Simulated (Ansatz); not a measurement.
Te2Mo:

```xyz
6
Lattice="3.5182 0.0000 0.0000 -1.7591 3.0469 0.0000 0.0000 0.0000 13.9736" Properties=species:S:1:pos:R:3 pbc="T T T"
Te    1.7591    1.0156    5.2960
Te    0.0000    2.0312   12.2828
Te    1.7591    1.0156    1.6908
Te    0.0000    2.0312    8.6776
Mo    1.7591    1.0156   10.4802
Mo    0.0000    2.0312    3.4934
```

* Program: Ansatz 0.2.0
* Task: relaxation of cell and atoms
* Functional: revPBE
* Potentials or basis: Ansatz PAW
* Cutoff: 420 eV (not typed: the program's choice for these potentials)
* k mesh: 9 × 9 × 2
* Occupations: fermi-dirac, width 0.05 eV
* Spin: no spin polarisation

At the start: volume 24.96 Å³/atom.

Problem. Where does the relaxation end?

Solution. It ends after 21 steps and the volume is 36.58 Å³/atom (+46.5 %); space group P6_3/mmc (No. 194, to 0.05 Å).

The path:
| step | energy change (eV) | largest force (eV/Å) | volume (Å³) |
| --- | --- | --- | --- |
| 1 | 0.0000 | 0.2345 | 149.79 |
| 2 | -0.0699 | 0.4003 | 170.95 |
| 3 | -0.1866 | 0.0425 | 168.15 |
| 4 | -0.2130 | 0.0534 | 170.80 |
| 5 | -0.2265 | 0.0795 | 175.92 |
| 6 | -0.2304 | 0.0120 | 179.55 |
| 7 | -0.2307 | 0.0026 | 179.60 |
| 8 | -0.2502 | 0.0024 | 179.60 |
| 9 | -0.2623 | 0.0119 | 184.06 |
| 10 | -0.2754 | 0.0899 | 191.82 |
| 11 | -0.2837 | 0.0026 | 199.40 |
| 12 | -0.2832 | 0.0386 | 202.74 |
| 13 | -0.2838 | 0.0007 | 201.64 |
| 14 | -0.2907 | 0.0005 | 201.64 |
| 15 | -0.2933 | 0.0017 | 206.50 |
| 16 | -0.2948 | 0.0522 | 214.17 |
| 17 | -0.2951 | 0.0300 | 217.97 |
| 18 | -0.2947 | 0.0104 | 220.68 |
| 19 | -0.2950 | 0.0007 | 219.95 |
| 20 | -0.2951 | 0.0023 | 219.50 |
| 21 | -0.2981 | 0.0026 | 219.50 |

Final structure:
```
CELL_PARAMETERS angstrom
3.58109 0.00000 0.00000
-1.79054 3.10131 0.00000
0.00000 0.00000 19.76397
ATOMIC_POSITIONS crystal
Te 0.66667 0.33333 0.34148
Te 0.33333 0.66667 0.84148
Te 0.66667 0.33333 0.15852
Te 0.33333 0.66667 0.65852
Mo 0.66667 0.33333 0.75000
Mo 0.33333 0.66667 0.25000
```

Caveat: the volume moved by over 15 % at a fixed basis, so the end points are rough; the plane-wave basis is chosen anew once the cell has moved, so the energies of steps on either side of that aren't comparable; this functional lacks dispersion, which binds the layers, so the pressure and a relaxed spacing across them are unreliable, and here the layers came unbound; the volume moved by +47 % from the deposited cell, more than functionals usually miss; the PAW data sets come from PBE, with cores solved anew for the run's functional, which leaves a small shift of forces and pressure.
